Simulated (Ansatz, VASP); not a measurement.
**One calculation of AlNi, two programs**

Contents of INCAR:

```
SYSTEM = AlNi
  PREC = Accurate
  ENCUT = 520
  EDIFF = 1E-6
  ISMEAR = 0
  SIGMA = 0.15
  LREAL = .False.
  LASPH = .True.
  NELM = 60
  ALGO = Fast
  ISIF = 2
  LWAVE = .False.
  LCHARG = .False.
  GGA = PS
  NBANDS = 14
```

The input KPOINTS:

```
Automatic mesh
0
Gamma
  20 20 20
  0 0 0
```

The input POSCAR:

```
AlNi
1.0
    2.0213280871     -2.0213497883      0.0000000000
    2.0213280871      2.0213497883      0.0000000000
    0.0000000000      0.0000000000      2.9554910752
Al Ni
1 1
Direct
    0.0000000000      0.0000000000      0.0000000000
    0.5000000000      0.5000000000      0.5000000000
```

Input for Ansatz:

```yaml
crystal:
  lattice:
    - [2.0213280871, -2.0213497883, 0.0]
    - [2.0213280871, 2.0213497883, 0.0]
    - [0.0, 0.0, 2.9554910752]
  atoms:
    - { symbol: Al, position: [0.0, 0.0, 0.0] }
    - { symbol: Ni, position: [0.5, 0.5, 0.5] }
basis:
  ecutwfc: 420
kpoints:
  mp_grid: { grid: [20, 20, 20] }
hamiltonian:
  xc: pbesol
scf:
  occupations: { method: gaussian, width: 0.15 }
output:
  forces: true
  stress: true
  eigenvalues: true
  write_density: true
  write_potential: true
  elf: true
  volumetric_format: npy
```

Change from the starting cell: strain +0.000 along x and y, +0.030 along z, atoms carried along.

Alike in both runs: task single point; functional PBEsol; k mesh 20 × 20 × 20; occupations gaussian, width 0.15 eV; no spin polarisation.

```csv
,VASP,Ansatz
version,VASP 6.6.1,Ansatz 0.2.0
potentials or method,"VASP PAW PBE potentials, release 64 (Al, Ni)","scalar-relativistic, plane waves, PAW"
plane-wave cutoff (eV),520,420
valence electrons in the cell,13,21
```

Ansatz gave:

```
gap on the k mesh at the Fermi level (eV)       : none
pressure (GPa)                                  : -4.7
largest component of the traceless stress (GPa) : 1.37
```

Q: Estimate VASP's values.

A: gap on the k mesh at the Fermi level (eV): none; pressure (GPa): -4.7; largest component of the traceless stress (GPa): 1.41.

A gap of «none» marks a metal or a gap that the smearing closes. The two sets of potentials don't hold the same shells in valence. Ansatz warned: «near_symmetry_operations_not_taken».

Caveats: the PAW data sets were made with another functional, which shifts forces and pressure a little (VASP). Spin polarisation is off, so any magnetic state and its effect on volume and gap are missing.
